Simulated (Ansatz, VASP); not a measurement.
Two plane-wave programs on AlNi

The input INCAR:

```
PREC = Accurate
ENCUT = 520
EDIFF = 1E-6
ISMEAR = 0
SIGMA = 0.15
LREAL = F
LASPH = T
NELM = 80
ALGO = Normal
ISIF = 2
LWAVE = F
LCHARG = T
GGA = PE
LELF = T
LVHAR = T
NBANDS = 14
```

The input KPOINTS:

```
Automatic mesh
0
Gamma
  16 16 16
```

The input POSCAR:

```
AlNi
1.0
    2.8810000000      0.0000000000      0.0000000000
    0.0000000000      2.8810000000      0.0000000000
    0.0000000000      0.0000000000      2.8810000000
Al Ni
1 1
Direct
   -0.0150299445     -0.0150299445     -0.0150299445
    0.5000000000      0.5000000000      0.5000000000
```

Input for Ansatz:

```yaml
crystal:
  lattice:
    - [2.881, 0.0, 0.0]
    - [0.0, 2.881, 0.0]
    - [0.0, 0.0, 2.881]
  atoms:
    - { symbol: Al, position: [-0.0150299445, -0.0150299445, -0.0150299445] }
    - { symbol: Ni, position: [0.5, 0.5, 0.5] }
basis:
  ecutwfc: 420
kpoints:
  mp_grid: { grid: [16, 16, 16] }
hamiltonian:
  xc: pbe
scf:
  occupations: { method: gaussian, width: 0.15 }
output:
  forces: true
  stress: true
  eigenvalues: true
```

Change from the starting cell: all Al atoms moved +0.075 Å, as atom 1 towards its neighbour atom 2 (Ni) at 2.495 Å.

Alike in both runs: task single point; functional PBE; k mesh 16 × 16 × 16; occupations gaussian, width 0.15 eV; no spin polarisation.

|  | VASP | Ansatz |
| --- | --- | --- |
| version | VASP 6.6.1 | Ansatz 0.2.0 |
| potentials or method | VASP PAW PBE potentials, release 64 (Al, Ni) | scalar-relativistic, plane waves, PAW |
| plane-wave cutoff (eV) | 520 | 420 |
| valence electrons in the cell | 13 | 21 |

Ansatz gave:

```
gap on the k mesh at the Fermi level (eV)       : none
pressure (GPa)                                  : 2.4
largest component of the traceless stress (GPa) : 0.27
rms of the force components (eV/Å)              : 0.261
```

Question: Estimate VASP's values.

Answer: gap on the k mesh at the Fermi level (eV): none; pressure (GPa): 2.4; largest component of the traceless stress (GPa): 0.27; rms of the force components (eV/Å): 0.262.

Atom by atom the forces differ by 0.001 eV/Å (rms over components). A gap of «none» marks a metal or a gap that the smearing closes. The two sets of potentials don't hold the same shells in valence.

Spin polarisation is off, so any magnetic state and its effect on volume and gap are missing.
